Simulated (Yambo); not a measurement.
**GaN: optical spectrum with PBE**

GaN:

```
Ga N
1.0
     3.18000    0.00000    0.00000
    -1.59000    2.75396    0.00000
     0.00000    0.00000    5.16600
Ga N
2 2
Direct
  0.66667 0.33333 0.50000
  0.33333 0.66667 0.00000
  0.66667 0.33333 0.87500
  0.33333 0.66667 0.37500
```

* Program: Yambo 5.3.0
* Task: optical spectrum
* Functional: PBE
* Potentials or basis: PseudoDojo 0.4 SR PBE stringent
* Cutoff: 1551 eV
* Density cutoff: 6204 eV
* k mesh: 5 × 5 × 3
* Occupations: fixed
* Spin: no spin polarisation
* Direction of the field or of q to 0: y
* Broadening: 0.1 eV
* Kernel: Hartree (RPA with local fields)
* Top of the energy range: 30 eV
* Energy points: 200
* Correction of the levels: none
* Bands in the response: 41
* Cutoff of the response matrix: 2 Ry

The band gap on the k mesh, mean-field level is 2.00 eV, direct and the electronic dielectric constant along the field is 6.38. The electronic dielectric constant along the field, independent particles is 6.54 and the peak of the energy-loss function is 22.2 eV.

Dielectric function (along the field direction of the input):
```csv
energy (eV),real part,imaginary part
0.30,6.41,0.11
0.90,6.69,0.15
1.51,7.75,0.44
2.26,3.23,1.30
2.86,5.80,0.29
3.62,8.29,0.76
4.22,5.02,5.83
4.97,9.91,1.53
5.58,8.15,7.20
6.33,6.38,2.72
6.93,4.79,2.52
7.69,-1.99,12.39
8.29,0.50,5.32
9.05,0.93,6.40
9.65,-0.81,3.87
10.40,2.81,1.64
11.01,0.29,6.40
11.76,1.05,3.72
12.36,-0.29,4.70
13.12,-2.40,3.33
13.72,-2.44,2.18
14.47,-1.46,2.02
15.08,-0.96,1.07
15.83,-1.34,1.84
16.43,-0.98,0.88
17.19,-0.43,0.75
17.79,-0.47,1.29
18.54,-0.50,0.81
19.15,-0.07,0.68
19.90,-0.15,0.46
```

Energy-loss function:
| energy (eV) | loss |
| --- | --- |
| 0.0 | 0.003 |
| 1.4 | 0.005 |
| 2.6 | 0.017 |
| 3.9 | 0.050 |
| 5.3 | 0.044 |
| 6.5 | 0.050 |
| 7.8 | 0.109 |
| 9.2 | 0.184 |
| 10.4 | 0.154 |
| 11.8 | 0.249 |
| 13.1 | 0.197 |
| 14.3 | 0.354 |
| 15.7 | 0.418 |
| 16.9 | 0.700 |
| 18.2 | 1.048 |
| 19.6 | 1.458 |
| 20.8 | 1.471 |
| 22.2 | 2.844 |
| 23.5 | 1.988 |
| 24.7 | 2.242 |
| 26.1 | 2.147 |
| 27.4 | 1.426 |
| 28.6 | 0.870 |
| 30.0 | 1.095 |

Wall time 85 s on 1 thread of Intel(R) Xeon(R) Platinum 8488C (Sapphire Rapids), on a shared host.

Caveat: the k mesh is coarse (spacing up to 0.46 Å⁻¹), so the values aren't converged; a mesh with odd counts misses the zone's faces, so its gaps can be larger than the crystal's; spectra need much finer meshes, so this one isn't converged; these spectra lack excitons; an odd mesh through Γ misses points on the zone boundary, where band edges often lie.
